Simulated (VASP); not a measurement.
# SiO$_{2}$ (fluorite), GW calculation on PBE orbitals: Ansatz's output and VASP's

```
Si O
1.0
     0.00000    2.26417    2.26417
     2.26417    0.00000    2.26417
     2.26417    2.26417    0.00000
Si O
1 2
Direct
  0.00000 0.00000 0.00000
  0.25000 0.25000 0.25000
  0.75000 0.75000 0.75000
```

Ansatz printed

```
SCF 1 converged in 6 iterations: F = -1770.243162 eV  dr2 = 1.32e-10
  greatest PAW one-centre occupation: 0.873 electrons in one spin orbital (limit 2), on the O atom at site 2 (counted from 0), in its partial waves of l = 0
NSCF: frozen V_eff on 16 k-points
G₀W₀ screening: q 1/16
G₀W₀ screening: q 2/16 (q-point 6)
G₀W₀ screening: q 3/16 (q-point 7)
G₀W₀ screening: q 4/16 (q-point 8)
G₀W₀ screening: q 5/16 (q-point 11)
G₀W₀ screening: q 6/16 (q-point 14)
G₀W₀ screening: q 7/16 (q-point 15)
G₀W₀ screening: q 8/16 (q-point 9)
G₀W₀ screening: q 9/16 (q-point 12)
G₀W₀ screening: q 10/16 (q-point 16)
G₀W₀ screening: q 11/16 (q-point 2)
G₀W₀ screening: q 12/16 (q-point 3)
G₀W₀ screening: q 13/16 (q-point 5)
G₀W₀ screening: q 14/16 (q-point 10)
G₀W₀ screening: q 15/16 (q-point 4)
G₀W₀ screening: q 16/16 (q-point 13)
G₀W₀ self-energy: k 1/9
G₀W₀ self-energy: k 2/9
G₀W₀ self-energy: k 3/9
G₀W₀ self-energy: k 4/9
G₀W₀ self-energy: k 5/9
G₀W₀ self-energy: k 6/9
G₀W₀ self-energy: k 7/9
G₀W₀ self-energy: k 8/9
G₀W₀ self-energy: k 9/9
NSCF: frozen V_eff on 1 k-points
NSCF: frozen V_eff on 1 k-points
SCF converged after 6 iterations
Free energy (F): -1770.243162 eV
Harris-Foulkes:  -1770.243162 eV  (|F-HF|=8.55e-11)
Internal energy: -1770.243162 eV  (E = F + TS)
E sigma→0 (E₀):  -1770.243162 eV
Fermi energy:    12.019426 eV
--- Per-component energies (eV) ---
  E_band       = 53.988950
  E_kinetic    = 405.404919
  E_local      = -583.673306  (includes V_loc(G=0)·N_el)
  E_nonlocal   = 116.938743
  E_hartree    = 214.830725
  E_xc         = -205.567285
  E_vxc        = -239.416154  (∫ρ·V_xc dr)
  E_paw        = -829.536906  (= ΣΔE_a)
  E_vpaw       = -74.931706  (= ΣTr[D̂ρ^β])
  E_aug_tail   = 0.004966  (compensation charges beyond the density's cutoff)
  E_ewald      = -888.645017
  E_smearing   = -0.000000  (= −TS)
  E_closure    = 0.000000  (closes the sum)
  Σ components = -1770.243162   (vs F -1770.243162, Δ=0.00e0)
--- Band table (eV; the first three rows and the last of 16) ---
  k-point 0: bands = ["-10.9570", "-4.0556", "6.1884", "6.1884", "6.1884", "9.7510", "9.7510", "9.7510", "14.2632", "18.0010", "18.0010", "18.0010"]
  k-point 1: bands = ["-10.5594", "-4.5739", "5.8878", "6.2198", "6.2198", "8.5956", "9.2650", "9.2650", "15.8028", "18.3682", "18.7252", "18.7252"]
  k-point 2: bands = ["-9.4281", "-5.9616", "5.2225", "6.4263", "6.4263", "7.3392", "8.2256", "8.2256", "17.4432", "20.3694", "20.6367", "20.6367"]
  k-point 15: bands = ["-7.7335", "-6.6644", "0.9747", "3.0674", "5.4626", "8.8894", "11.2011", "11.8153", "15.9048", "21.2682", "21.7108", "23.7913"]
--- G₀W₀: contour deformation, 7 samples at zero and on the imaginary axis and 2 off it, 216 q-points, 127 empty bands' worth ---
  eigenvalues of the whole cell's RPA ε∞ on this k-mesh (on a slab, of 1 + 4πα/V) = 4.1108, 4.1108, 4.1108; static W/v taken at q = 0 is 0.243264
  bands read: the sum over 135 bands ends inside a degenerate multiplet in 2 slots, whose members it reads at an even weight; the widest, k=0: bands 135 to 137 (counted from 1) at 1/3 each
  gw.qp_kpoints: band_edges: 9 of 16 stored k-points solved, in 1 pass; an edge of the gap read off the rows below is read off those points alone
    valence top: of the k-points left out ik 10 came nearest to being solved in a further pass, in band 8 (counted from 1, as in the quasiparticle table): it holds the edge there only if its correction is more favourable than any solved in that band by at least 0.599 eV; those differ by 0.229 eV
    conduction bottom: of the k-points left out ik 10 came nearest to being solved in a further pass, in band 9 (counted from 1, as in the quasiparticle table): it holds the edge there only if its correction is more favourable than any solved in that band by at least 1.141 eV; those differ by 0.540 eV
    ik  band        ε_KS         Σx   Σc(E_QP)       V_xc       Z   E_QP_lin       E_QP  E_QP is
     0     7      9.7510   -26.1936     4.2386   -20.9269  0.7803     8.7115     8.7229  root
     0     8      9.7510   -26.1936     4.2386   -20.9269  0.7803     8.7115     8.7229  root
     0     9     14.2632   -14.1968    -3.9055   -19.0515  0.8264    15.2169    15.2124  root
     0    10     18.0010    -8.3489    -4.9510   -14.2798  0.8300    18.9884    18.9809  root
     4     7     10.1080   -26.5032     4.2539   -21.2546  0.7811     9.1031     9.1133  root
     4     8     10.1080   -26.5032     4.2539   -21.2546  0.7811     9.1031     9.1133  root
     4     9     15.5424   -13.5261    -4.1158   -18.7220  0.8191    16.6293    16.6225  root
     4    10     17.3382    -8.4046    -4.7338   -13.9290  0.8377    18.1329    18.1288  root
     5     7      9.6271   -26.1650     4.2792   -20.8738  0.7784     8.6038     8.6152  root
     5     8      9.8883   -26.3538     4.3302   -21.0159  0.7787     8.8696     8.8806  root
     5     9     16.1471   -11.4174    -4.4065   -16.8843  0.8217    17.2149    17.2075  root
     5    10     18.7500   -10.7673    -4.8137   -16.5639  0.8195    19.7408    19.7329  root
     8     7      7.7609   -25.2704     4.7015   -19.4453  0.7566     6.6174     6.6374  root
     8     8     10.4251   -26.7271     4.2423   -21.5214  0.7819     9.4527     9.4617  root
     8     9     16.6430   -13.8970    -4.3213   -19.4357  0.8097    17.8709    17.8605  root
     8    10     19.0118    -9.3618    -4.8763   -15.1264  0.8248    19.9067    19.9002  root
     9     7     10.7224   -26.9039     4.2152   -21.7539  0.7829     9.7795     9.7875  root
     9     8     10.7224   -26.9039     4.2152   -21.7539  0.7829     9.7795     9.7875  root
     9     9     14.6866    -9.2679    -4.3265   -14.4312  0.8371    15.5273    15.5234  root
     9    10     18.8169   -10.9813    -4.9432   -16.9467  0.8201    19.8475    19.8391  root
    11     7      9.5289   -26.4042     4.4923   -20.8979  0.7738     8.5024     8.5149  root
    11     8     11.5180   -27.3876     4.1210   -22.4123  0.7851    10.6576    10.6636  root
...
```

Datasets and cutoffs are each program's own. VASP's cell holds 16 valence electrons and Ansatz's 16. Both sum 127 empty bands with a screening cutoff of 180 eV, short of the basis and mesh limit, and the G₀W₀ gap is that of the linearised levels of the first step.

Task: What does VASP give for the same cell and level of theory?

Result: PBE gap on the mesh 2.07 eV; G₀W₀ gap on the mesh 3.57 eV.

From OUTCAR

```
k-points           NKPTS =     16   k-points in BZ     NKDIM =    216   number of bands    NBANDS=    135

   NELECT =      16.0000    total number of electrons

   dimension x,y,z NGX =    24 NGY =   24 NGZ =   24
   dimension x,y,z NGXF=    48 NGYF=   48 NGZF=   48

  energy-cutoff  :      500.00
  volume of cell :       23.21
      direct lattice vectors                 reciprocal lattice vectors
     0.000000000  2.264169116  2.264169116    -0.220831561  0.220831561  0.220831561
     2.264169116  0.000000000  2.264169116     0.220831561 -0.220831561  0.220831561
     2.264169116  2.264169116  0.000000000     0.220831561  0.220831561 -0.220831561

 k-points in reciprocal lattice and weights: KPOINTS created by Atomic Simulation Env
   0.00000000  0.00000000  0.00000000       0.005
   0.16666667  0.00000000  0.00000000       0.037
   0.33333333  0.00000000  0.00000000       0.037
   0.50000000  0.00000000  0.00000000       0.019
   0.16666667  0.16666667  0.00000000       0.028
   0.33333333  0.16666667  0.00000000       0.111
   0.50000000  0.16666667  0.00000000       0.111
  -0.33333333  0.16666667  0.00000000       0.111
   ...

 QP shifts <psi_nk| G(iteration)W_0 |psi_nk>: iteration 1
 for sc-GW calculations column KS-energies equals QP-energies in previous step
 and V_xc(KS)=  KS-energies - (<T + V_ion + V_H > + <T+V_H+V_ion>^1  + <V_x>^1)

 k-point   1 :       0.0000    0.0000    0.0000
  band No.  KS-energies  QP-energies   sigma(KS)   V_xc(KS)     V^pw_x(r,r')   Z            occupation Imag(sigma)

      1     -13.6355     -15.3574     -19.9887     -17.4566     -29.7392       0.6800       2.0000       1.5104
      2      -6.7344      -8.5659     -23.7877     -21.3677     -32.6594       0.7568       2.0000       1.0754
      3       3.5112       2.4005     -19.8176     -18.3423     -24.6302       0.7528       2.0000       0.2115
      4       3.5112       2.4005     -19.8176     -18.3423     -24.6302       0.7528       2.0000       0.2115
      5       3.5112       2.4005     -19.8176     -18.3423     -24.6302       0.7528       2.0000       0.2115
      6       7.0797       6.0877     -20.7695     -19.4937     -24.7476       0.7776       2.0000       0.0915
      7       7.0797       6.0877     -20.7695     -19.4937     -24.7476       0.7776       2.0000       0.0915
      8       7.0797       6.0877     -20.7695     -19.4937     -24.7476       0.7776       2.0000       0.0915
      9      11.5844      12.5284     -14.0689     -15.2157     -10.3790       0.8231       0.0000      -0.0576
     10      15.3145      16.2966     -11.0630     -12.2544      -6.3051       0.8243       0.0000      -0.0843
     11      15.3145      16.2966     -11.0630     -12.2544      -6.3051       0.8243       0.0000      -0.0843
     12      15.3145      16.2966     -11.0630     -12.2544      -6.3051       0.8243       0.0000      -0.0843
     13      21.7450      22.6655     -10.0914     -11.2042      -4.6590       0.8272       0.0000      -0.1219
     14      21.7450      22.6655     -10.0914     -11.2042      -4.6590       0.8272       0.0000      -0.1219
     15      24.1847      24.3425      -8.1749      -8.3698      -2.2898       0.8097       0.0000      -0.2821
     16      33.4053      35.2722     -13.6567     -16.0997      -6.0832       0.7642       0.0000      -0.7464

 ...

 QP shifts <psi_nk| G(iteration)W_0 |psi_nk>: iteration 2

 k-point   1 :       0.0000    0.0000    0.0000
  band No. old QP-enery  QP-energies   sigma(KS)   T+V_ion+V_H  V^pw_x(r,r')   Z            occupation Imag(sigma)

      1     -15.3574     -15.8676     -19.9204       3.8211     -29.7392       0.6877       2.0000       1.5878
      2      -8.5659      -8.9358     -23.6954      14.6332     -32.6594       0.7452       2.0000       1.1485
      3       2.4005       2.1669     -19.7622      21.8535     -24.6302       0.7555       2.0000       0.2241
      4       2.4005       2.1669     -19.7622      21.8535     -24.6302       0.7555       2.0000       0.2241
      5       2.4005       2.1669     -19.7622      21.8535     -24.6302       0.7555       2.0000       0.2241
      6       6.0877       5.9096     -20.7144      26.5734     -24.7476       0.7786       2.0000       0.0941
      7       6.0877       5.9096     -20.7144      26.5734     -24.7476       0.7786       2.0000       0.0941
      8       6.0877       5.9096     -20.7144      26.5734     -24.7476       0.7786       2.0000       0.0941
      9      12.5284      12.6228     -14.1573      26.8001     -10.3790       0.8255       0.0000      -0.0601
     10      16.2966      16.4292     -11.1120      27.5689      -6.3051       0.8274       0.0000      -0.0846
     11      16.2966      16.4292     -11.1120      27.5689      -6.3051       0.8274       0.0000      -0.0846
     12      16.2966      16.4292     -11.1120      27.5689      -6.3051       0.8274       0.0000      -0.0846
     13      22.6655      22.7988     -10.1230      32.9492      -4.6590       0.8295       0.0000      -0.1202
     14      22.6655      22.7988     -10.1230      32.9492      -4.6590       0.8295       0.0000      -0.1202
     15      24.3425      24.4537      -8.0752      32.5545      -2.2898       0.8131       0.0000      -0.2302
     16      35.2722      35.3697     -14.1016      49.5049      -6.0832       0.7437       0.0000      -0.8710

 ...

 QP shifts <psi_nk| G(iteration)W_0 |psi_nk>: iteration 3

 k-point   1 :       0.0000    0.0000    0.0000
  band No. old QP-enery  QP-energies   sigma(KS)   T+V_ion+V_H  V^pw_x(r,r')   Z            occupation Imag(sigma)

      1     -15.8676     -15.9925     -19.8690       3.8211     -29.7392       0.6926       2.0000       1.6451
      2      -8.9358      -9.0200     -23.6821      14.6332     -32.6594       0.7447       2.0000       1.1656
      3       2.1669       2.1198     -19.7489      21.8535     -24.6302       0.7560       2.0000       0.2283
      4       2.1669       2.1198     -19.7489      21.8535     -24.6302       0.7560       2.0000       0.2283
      5       2.1669       2.1198     -19.7489      21.8535     -24.6302       0.7560       2.0000       0.2283
      6       5.9096       5.8745     -20.7089      26.5734     -24.7476       0.7791       2.0000       0.0944
      7       5.9096       5.8745     -20.7089      26.5734     -24.7476       0.7791       2.0000       0.0944
      8       5.9096       5.8745     -20.7089      26.5734     -24.7476       0.7791       2.0000       0.0944
      9      12.6228      12.6301     -14.1684      26.8001     -10.3790       0.8264       0.0000      -0.0603
     10      16.4292      16.4458     -11.1197      27.5689      -6.3051       0.8275       0.0000      -0.0847
     11      16.4292      16.4458     -11.1197      27.5689      -6.3051       0.8275       0.0000      -0.0847
     12      16.4292      16.4458     -11.1197      27.5689      -6.3051       0.8275       0.0000      -0.0847
     13      22.7988      22.8178     -10.1275      32.9492      -4.6590       0.8296       0.0000      -0.1200
     14      22.7988      22.8178     -10.1275      32.9492      -4.6590       0.8296       0.0000      -0.1200
     15      24.4537      24.4737      -8.0763      32.5545      -2.2898       0.8143       0.0000      -0.2291
     16      35.3697      35.3803     -14.1210      49.5049      -6.0832       0.7428       0.0000      -0.8685

 ...

 QP shifts <psi_nk| G(iteration)W_0 |psi_nk>: iteration 4

 k-point   1 :       0.0000    0.0000    0.0000
  band No. old QP-enery  QP-energies   sigma(KS)   T+V_ion+V_H  V^pw_x(r,r')   Z            occupation Imag(sigma)

      1     -15.9925     -16.0213     -19.8551       3.8211     -29.7392       0.6934       2.0000       1.6614
      2      -9.0200      -9.0390     -23.6788      14.6332     -32.6594       0.7442       2.0000       1.1701
      3       2.1198       2.1101     -19.7465      21.8535     -24.6302       0.7562       2.0000       0.2291
      4       2.1198       2.1101     -19.7465      21.8535     -24.6302       0.7562       2.0000       0.2291
      5       2.1198       2.1101     -19.7465      21.8535     -24.6302       0.7562       2.0000       0.2291
      6       5.8745       5.8672     -20.7083      26.5734     -24.7476       0.7791       2.0000       0.0945
      7       5.8745       5.8672     -20.7083      26.5734     -24.7476       0.7791       2.0000       0.0945
      8       5.8745       5.8672     -20.7083      26.5734     -24.7476       0.7791       2.0000       0.0945
      9      12.6301      12.6299     -14.1702      26.8001     -10.3790       0.8264       0.0000      -0.0604
     10      16.4458      16.4476     -11.1209      27.5689      -6.3051       0.8273       0.0000      -0.0847
     11      16.4458      16.4476     -11.1209      27.5689      -6.3051       0.8273       0.0000      -0.0847
     12      16.4458      16.4476     -11.1209      27.5689      -6.3051       0.8273       0.0000      -0.0847
     13      22.8178      22.8204     -10.1283      32.9492      -4.6590       0.8298       0.0000      -0.1200
     14      22.8178      22.8204     -10.1283      32.9492      -4.6590       0.8298       0.0000      -0.1200
     15      24.4737      24.4765      -8.0774      32.5545      -2.2898       0.8143       0.0000      -0.2293
     16      35.3803      35.3815     -14.1230      49.5049      -6.0832       0.7429       0.0000      -0.8679

 ...
```
